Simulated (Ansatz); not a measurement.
## Cu2O (Cuprite) in Ansatz: the effect of functional

The system is Cu2O (Cuprite).

```xyz
6
Lattice="4.2600 0.0000 0.0000 0.0000 4.2600 0.0000 0.0000 0.0000 4.2600" Properties=species:S:1:pos:R:3 pbc="T T T"
Cu    3.1950    1.0650    3.1950
Cu    3.1950    3.1950    1.0650
Cu    1.0650    3.1950    3.1950
Cu    1.0650    1.0650    1.0650
O     2.1300    2.1300    2.1300
O     0.0000    0.0000    0.0000
```

Alike in all runs:

```yaml
Program: Ansatz 0.2.0
Task: projected density of states
Potentials_or_basis: Ansatz PAW
Cutoff: "420 eV (not typed: the program's choice for these potentials)"
k_mesh: 6 × 6 × 6
Occupations: fermi-dirac, width 0.05 eV
Spin: no spin polarisation
```

Question: One run gave: gap on the mesh 0.66 eV; pressure 8.5 GPa. Which functional did it use?
A. revPBE
B. RPBE
C. BLYP

Answer: C.

```tsv
functional	gap on the mesh (eV)	pressure (GPa)
RPBE	0.54	7.6
revPBE	0.54	6.4
BLYP	0.66	8.5
```

Caveats: the PAW data sets come from PBE, with cores solved anew for the run's functional, which leaves a small shift of forces and pressure; the density of states is complete only up to the lowest level of the last band computed.

A k mesh can miss the band edges.

Runs at the PBE level aren't shown here.
